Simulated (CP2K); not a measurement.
Wanted: the native input for a CP2K 2026.2 run.

```
Task                     : relaxation of cell and atoms
Functional               : LDA
Potentials or basis      : GTH_POTENTIALS Sn GTH-PADE-q4, O GTH-PADE-q6; TZVP-MOLOPT-PBE-GTH basis
Density cutoff           : 8163 eV
k mesh                   : 5 × 5 × 6
Occupations              : fermi-dirac, width 0.05 eV
Spin                     : no spin polarisation
SCF solver               : diagonalisation with k points
Quickstep method         : GPW
EPS_DEFAULT              : 1.0E-9
EPS_SCF                  : 1.0E-6
MAX_SCF                  : 100
SCF_GUESS                : ATOMIC
Mesh centred on Gamma    : yes
CHOLESKY                 : OFF
EPS_EIGVAL               : 1.0E-7
MIXING METHOD            : BROYDEN_MIXING
MIXING ALPHA             : 0.4
NBUFFER                  : 8
NGRIDS                   : 4
EXTRAPOLATION            : USE_PREV_P
Basis sets               : Sn TZVP-MOLOPT-PBE-GTH-q4, O TZVP-MOLOPT-PBE-GTH-q6
Potentials               : Sn GTH-PADE-q4 of GTH_POTENTIALS, O GTH-PADE-q6 of GTH_POTENTIALS
ADDED_MOS                : [18]
Optimiser                : CG
Most steps               : 40
Force threshold (eV/A)   : 0.01 eV/Å
PRESSURE_TOLERANCE (bar) : 500 bar
Target pressure (GPa)    : 0 GPa
REL_CUTOFF (Ry)          : 60 Ry
MIXING BETA (1/bohr)     : 1.5 1/bohr
CUTOFF of the grids      : 600 Ry
```

The system is SnO2 (Cassiterite).

```
Sn O
1.0
     4.73800    0.00000    0.00000
     0.00000    4.73800    0.00000
     0.00000    0.00000    3.18650
Sn O
2 4
Cartesian
  2.3690 2.3690 1.5933
  0.0000 0.0000 0.0000
  3.8240 0.9140 1.5933
  3.2830 3.2830 0.0000
  0.9140 3.8240 1.5933
  1.4550 1.4550 0.0000
```

The input as run:

sno2_vcrelax.inp

```
&GLOBAL
  PROJECT sno2_vcrelax
  RUN_TYPE CELL_OPT
  PRINT_LEVEL LOW
&END GLOBAL
&FORCE_EVAL
  METHOD QS
  STRESS_TENSOR ANALYTICAL
  &DFT
    BASIS_SET_FILE_NAME BASIS_MOLOPT_UZH
    POTENTIAL_FILE_NAME GTH_POTENTIALS
    &MGRID
      CUTOFF 600
      REL_CUTOFF 60
      NGRIDS 4
    &END MGRID
    &QS
      METHOD GPW
      EPS_DEFAULT 1.0E-9
      EXTRAPOLATION USE_PREV_P
    &END QS
    &KPOINTS
      SCHEME MONKHORST-PACK 5 5 6
      GAMMA_CENTERED T
    &END KPOINTS
    &SCF
      SCF_GUESS ATOMIC
      EPS_SCF 1.0E-6
      MAX_SCF 100
      ADDED_MOS 18
      CHOLESKY OFF
      EPS_EIGVAL 1.0E-7
      &DIAGONALIZATION ON
        ALGORITHM STANDARD
      &END DIAGONALIZATION
      &MIXING ON
        METHOD BROYDEN_MIXING
        ALPHA 0.4
        BETA 1.5
        NBUFFER 8
      &END MIXING
      &SMEAR ON
        METHOD FERMI_DIRAC
        ELECTRONIC_TEMPERATURE 580.23
      &END SMEAR
    &END SCF
    &XC
      &XC_FUNCTIONAL
        &LDA_X
        &END LDA_X
        &LDA_C_PW
        &END LDA_C_PW
      &END XC_FUNCTIONAL
    &END XC
    &PRINT
      &KPOINTS ON
      &END KPOINTS
      &MULLIKEN ON
        &EACH
          CELL_OPT 0
        &END EACH
        ADD_LAST NUMERIC
      &END MULLIKEN
      &MO ON
        ENERGIES T
        OCCUPATION_NUMBERS T
        &EACH
          QS_SCF 0
          CELL_OPT 0
        &END EACH
        ADD_LAST NUMERIC
      &END MO
    &END PRINT
  &END DFT
  &SUBSYS
    &CELL
      ABC 4.7380000000 4.7380000000 3.1865000000
      ALPHA_BETA_GAMMA 90.0000000000 90.0000000000 90.0000000000
      PERIODIC XYZ
    &END CELL
    &COORD
      Sn  2.3690000000 2.3690000000 1.5932500000
      Sn  0.0000000000 0.0000000000 0.0000000000
      O   3.8240398000 0.9139602000 1.5932500000
      O   3.2829602000 3.2829602000 0.0000000000
      O   0.9139602000 3.8240398000 1.5932500000
      O   1.4550398000 1.4550398000 0.0000000000
    &END COORD
    &KIND Sn
      BASIS_SET TZVP-MOLOPT-PBE-GTH-q4
      POTENTIAL GTH-PADE-q4
    &END KIND
    &KIND O
      BASIS_SET TZVP-MOLOPT-PBE-GTH-q6
      POTENTIAL GTH-PADE-q6
    &END KIND
    &PRINT
      &ATOMIC_COORDINATES ON
      &END ATOMIC_COORDINATES
      &CELL ON
      &END CELL
    &END PRINT
  &END SUBSYS
  &PRINT
    &FORCES ON
    &END FORCES
    &STRESS_TENSOR ON
    &END STRESS_TENSOR
  &END PRINT
&END FORCE_EVAL
&MOTION
  &CELL_OPT
    OPTIMIZER CG
    MAX_ITER 40
    MAX_FORCE [eV*angstrom^-1] 0.01
    RMS_FORCE [eV*angstrom^-1] 0.01
    MAX_DR 1.0E-2
    RMS_DR 1.0E-2
    EXTERNAL_PRESSURE [bar] 0.0
    PRESSURE_TOLERANCE [bar] 500
  &END CELL_OPT
  &PRINT
    &TRAJECTORY ON
    &END TRAJECTORY
    &CELL ON
    &END CELL
    &FORCES ON
    &END FORCES
    &STRESS ON
    &END STRESS
    &RESTART OFF
    &END RESTART
    &RESTART_HISTORY OFF
    &END RESTART_HISTORY
  &END PRINT
&END MOTION
```

Potentials or basis: GTH_POTENTIALS Sn GTH-PADE-q4, O GTH-PADE-q6; TZVP-MOLOPT-PBE-GTH basis.

Run with:

```sh
$ OMP_NUM_THREADS=2 cp2k.psmp -i sno2_vcrelax.inp -o sno2_vcrelax.out
```

Results of the run:

| Property | Result |
| --- | --- |
| Relaxed volume | 11.72 Å³/atom |
| Relaxed cell | a = 4.691 Å, b = 4.691 Å, c = 3.195 Å, α = 90.00°, β = 90.00°, γ = 90.00° |
| Space group after relaxing (to 0.05 Å) | P4_2/mnm (No. 136) |
| Pressure after relaxing | 0.0 GPa |
| Band gap on the k mesh | 1.07 eV, direct |
| Mulliken charges | Sn +2.26; O -1.13 e |

Caveat: Mulliken charges move with the basis; the printed path begins after the first move; spin-orbit coupling is left out, which moves the levels of the heavy elements; the basis of atomic orbitals isn't converged, which shifts pressures, moduli and gaps.

It took 14 min on 2 threads of Intel(R) Xeon(R) Platinum 8488C (Sapphire Rapids), on a shared host, peak memory 0.53 GiB.
